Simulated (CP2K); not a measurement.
Set up this calculation in CP2K 2026.2, as the native input.

| Quantity | Value |
| --- | --- |
| Task | atomic charges |
| Functional | PBE |
| Potentials or basis | POTENTIAL_UZH Al GTH-PBE-q3, N GTH-PBE-q5; TZVP-MOLOPT-PBE-GTH basis |
| Density cutoff | 6123 eV |
| k mesh | 10 × 10 × 6 |
| Occupations | fermi-dirac, width 0.05 eV |
| Spin | no spin polarisation |
| SCF solver | diagonalisation with k points |
| Quickstep method | GPW |
| EPS_DEFAULT | 1.0E-9 |
| EPS_SCF | 1.0E-6 |
| MAX_SCF | 100 |
| SCF_GUESS | ATOMIC |
| k points reduced by the point group | yes |
| Mesh centred on Gamma | yes |
| CHOLESKY | OFF |
| EPS_EIGVAL | 1.0E-7 |
| MIXING METHOD | BROYDEN_MIXING |
| MIXING ALPHA | 0.4 |
| NBUFFER | 8 |
| NGRIDS | 5 |
| Basis sets | Al TZVP-MOLOPT-PBE-GTH-q3, N TZVP-MOLOPT-PBE-GTH-q5 |
| Potentials | Al GTH-PBE-q3 of POTENTIAL_UZH, N GTH-PBE-q5 of POTENTIAL_UZH |
| ADDED_MOS | [14] |
| Hirshfeld SHAPE_FUNCTION | GAUSSIAN |
| VORONOI_RADII | VDW |
| REL_CUTOFF (Ry) | 60 Ry |
| MIXING BETA (1/bohr) | 1.5 1/bohr |
| CUTOFF of the grids | 450 Ry |

The system is AlN.

```
CELL_PARAMETERS angstrom
3.11300 0.00000 0.00000
-1.55650 2.69594 0.00000
0.00000 0.00000 5.08062
ATOMIC_POSITIONS crystal
Al 0.66667 0.33333 0.50000
Al 0.33333 0.66667 0.00000
N 0.66667 0.33333 0.88000
N 0.33333 0.66667 0.38000
```

The cell isn't the ideal one: strain_c = 0.02.

One way to write it, as run:

aln_charges.inp

```
&GLOBAL
  PROJECT aln_charges
  RUN_TYPE ENERGY_FORCE
  PRINT_LEVEL LOW
&END GLOBAL
&FORCE_EVAL
  METHOD QS
  STRESS_TENSOR ANALYTICAL
  &DFT
    BASIS_SET_FILE_NAME BASIS_MOLOPT_UZH
    POTENTIAL_FILE_NAME POTENTIAL_UZH
    &MGRID
      CUTOFF 450
      REL_CUTOFF 60
      NGRIDS 5
    &END MGRID
    &QS
      METHOD GPW
      EPS_DEFAULT 1.0E-9
    &END QS
    &KPOINTS
      SCHEME MONKHORST-PACK 10 10 6
      GAMMA_CENTERED T
      SYMMETRY T
      SYMMETRY_BACKEND SPGLIB
    &END KPOINTS
    &SCF
      SCF_GUESS ATOMIC
      EPS_SCF 1.0E-6
      MAX_SCF 100
      ADDED_MOS 14
      CHOLESKY OFF
      EPS_EIGVAL 1.0E-7
      &DIAGONALIZATION ON
        ALGORITHM STANDARD
      &END DIAGONALIZATION
      &MIXING ON
        METHOD BROYDEN_MIXING
        ALPHA 0.4
        BETA 1.5
        NBUFFER 8
      &END MIXING
      &SMEAR ON
        METHOD FERMI_DIRAC
        ELECTRONIC_TEMPERATURE [K] 580.226
      &END SMEAR
    &END SCF
    &XC
      &XC_FUNCTIONAL PBE
      &END XC_FUNCTIONAL
    &END XC
    &PRINT
      &KPOINTS ON
      &END KPOINTS
      &MULLIKEN ON
      &END MULLIKEN
      &MO ON
        ENERGIES T
        OCCUPATION_NUMBERS T
        &EACH
          QS_SCF 0
        &END EACH
        ADD_LAST NUMERIC
      &END MO
      &LOWDIN ON
      &END LOWDIN
      &HIRSHFELD ON
        SHAPE_FUNCTION GAUSSIAN
      &END HIRSHFELD
      &VORONOI ON
        VORONOI_RADII VDW
      &END VORONOI
    &END PRINT
  &END DFT
  &SUBSYS
    &CELL
      A 3.1130000000 0.0000000000 0.0000000000
      B -1.5565000000 2.6959370820 0.0000000000
      C 0.0000000000 0.0000000000 5.0806200000
      PERIODIC XYZ
    &END CELL
    &COORD
      Al  1.5565000002 0.8986456939 2.5403100000
      Al  -0.0000000002 1.7972913881 0.0000000000
      N   1.5565000002 0.8986456939 4.4709456000
      N   -0.0000000002 1.7972913881 1.9306356000
    &END COORD
    &KIND Al
      BASIS_SET TZVP-MOLOPT-PBE-GTH-q3
      POTENTIAL GTH-PBE-q3
    &END KIND
    &KIND N
      BASIS_SET TZVP-MOLOPT-PBE-GTH-q5
      POTENTIAL GTH-PBE-q5
    &END KIND
    &PRINT
      &ATOMIC_COORDINATES ON
      &END ATOMIC_COORDINATES
      &CELL ON
      &END CELL
    &END PRINT
  &END SUBSYS
  &PRINT
    &FORCES ON
    &END FORCES
    &STRESS_TENSOR ON
    &END STRESS_TENSOR
  &END PRINT
&END FORCE_EVAL
```

Potentials or basis: POTENTIAL_UZH Al GTH-PBE-q3, N GTH-PBE-q5; TZVP-MOLOPT-PBE-GTH basis.

The run is started by

```console
$ OMP_NUM_THREADS=1 cp2k.psmp -i aln_charges.inp -o aln_charges.out
```

Results of the run:

```
Pressure               : -0.9 GPa
Largest force          : 0.083 eV/Å
Band gap on the k mesh : 4.11 eV, direct
Mulliken charges       : Al +1.63; N -1.63 e
Hirshfeld charges      : Al +0.36; N -0.36 e
Voronoi charges        : Al -0.38; N +0.38 e
```

Caveat: Hirshfeld charges from Gaussian shapes aren't those from atomic densities; Mulliken charges move with the basis; the basis of atomic orbitals isn't converged, which shifts pressures, moduli and gaps.

Wall time 50 s on 1 thread of Arm Neoverse V2, with other jobs on the host, peak memory 0.32 GiB.
